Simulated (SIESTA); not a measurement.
Crystal: SnO2 (Cassiterite).

```xyz
6
Lattice="4.7380 0.0000 0.0000 0.0000 4.7380 0.0000 0.0000 0.0000 3.1865" Properties=species:S:1:pos:R:3 pbc="T T T"
Sn    2.3690    2.3690    1.5933
Sn    0.0000    0.0000    0.0000
O     3.8240    0.9140    1.5933
O     3.2830    3.2830    0.0000
O     0.9140    3.8240    1.5933
O     1.4550    1.4550    0.0000
```

Base run:

| Property | Result |
| --- | --- |
| Program | SIESTA 5.4.2 |
| Functional | PBE |
| Potentials or basis | PseudoDojo 0.4 stringent (PBE files) |
| Basis | DZP (energy shift 0.002 Ry) |
| Grid cutoff | 800 Ry |
| Energy shift | 0.002 Ry |
| k mesh | 6 × 6 × 8 |
| Occupations | fermi-dirac, width 0.05 eV |
| Spin | no spin polarisation |

Its results: band gap on the k mesh 1.26 eV, direct; pressure 13.3 GPa; largest force 0.200 eV/Å.

Task: The run is repeated on the same cell with these changes: functional from PBE to LDA; potentials or basis from PseudoDojo 0.4 stringent (PBE files) to PseudoDojo 0.4 standard (LDA files); valence electrons from 68 to 52. What comes out?

Result: Band gap on the k mesh 0.84 eV, direct; pressure 6.3 GPa; largest force 0.160 eV/Å.

Caveats: semicore shells carry a single zeta, which can move pressures by several GPa and volumes by a few percent; spin-orbit coupling is left out, which moves the levels of the heavy elements; the basis of atomic orbitals isn't converged, which shifts pressures, moduli and gaps; the valence orbitals were made in a potential fitted to the semicore shell under them, which widens gaps by tenths of an eV or more (some runs).

Not every run made on this cell is shown here.
